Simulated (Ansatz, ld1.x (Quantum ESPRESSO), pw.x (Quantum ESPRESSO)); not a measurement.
# K (Z = 19): one change to the TM potential, in the atom and in the sc crystal

ld1.x (Quantum ESPRESSO) 7.5 input, shortened:

```
&input
   title='K', zed=19., rel=1, dft='PBE', iswitch=3,
   config='[Ar] 3d0 4s0 4p1'
 /
 &inputp
   pseudotype=2, tm=.true., lloc=-1, rcloc=3.70,
   nlcc=.false.
 /
3
4S  1  0   0.00   0.00  4.20  4.20  0.0
4P  2  1   1.00   0.00  4.20  4.20  0.0
3D  3  2   0.00   0.00  4.20  4.20  0.0
 &test
   configts(1)='3d0 4s0 4p1'
 /
```

Change: all radii scaled by about 0.76 (s 3.18, p 3.18, d 3.18 bohr); local potential all-electron potential smoothed inside 2.80 bohr (lloc = -1).

Cutoffs, loose and tight: the cutoffs (Ry, on a coarse ladder) from which the occupation-weighted sum of valence levels, in a spherical-Bessel basis at the reference potential, stays within 10 and 1 mRy of its value at 400 Ry. They do not see the model core or the augmentation charge, which bear on the density cutoff. Test errors are all-electron minus pseudo excitation energies from the reference, over the configurations 3d0 4s1 4p0; 3d0 4s0.5 4p0; 3d1 4s0 4p0; 3d0.5 4s0.5 4p0; variants that change the core or the reference have their own tests.

Crystal test: sc K in pw.x 7.5, no spin, 8³ k-points, Fermi–Dirac smearing 0.01 Ry, cutoffs set for each file from its atomic test. The reference is all-electron LAPW (Ansatz 0.2.0) with the same functional, mesh and smearing; V0 and B0 come from Birch–Murnaghan fits to the pressures at five volumes. Errors are pseudo minus all-electron; Δ is the rms difference of the E(V) curves that follow from these fits, minima aligned, over ±6 % about the mean V0. Mesh and smearing are coarse, so the numbers serve the comparison and aren't converged zero-temperature values; the lattice is a test structure that the element need not adopt.

All-electron: a0 = 4.303 Å (V0 = 79.69 Å³/atom), B0 = 2.7 GPa.

Task: Does the change bring the crystal closer to the all-electron result?

Result: The mean pressure error goes from -0.49 to -0.54 GPa, a small move against the size of the error. Neither pressure curve crosses zero within the volumes sampled, so no fits are given.

```json
{"quantity": "outcome (atom)", "base": "generated", "changed": "generated"}
{"quantity": "cutoff, loose (atom)", "base": "6 Ry", "changed": "6 Ry"}
{"quantity": "cutoff, tight (atom)", "base": "6 Ry", "changed": "10 Ry"}
{"quantity": "bound ghosts (atom)", "base": "none", "changed": "none"}
{"quantity": "largest test error (meV) (atom)", "base": "+245", "changed": "+217"}
{"quantity": "cutoffs in pw.x (Ry)", "base": "35/140", "changed": "35/140"}
{"quantity": "mean pressure error (GPa)", "base": "-0.49", "changed": "-0.54"}
```

Base: This is a poor potential for the solid. Changed file: This is a poor potential for the solid. The logarithmic derivative shows an extra or strongly shifted pseudo pole above the reference energy (s near 0.30 Ry). The cutoffs count occupied waves only; the empty 3d level needs 10 Ry at the loose tolerance. The atomic cutoffs weigh occupied waves only.
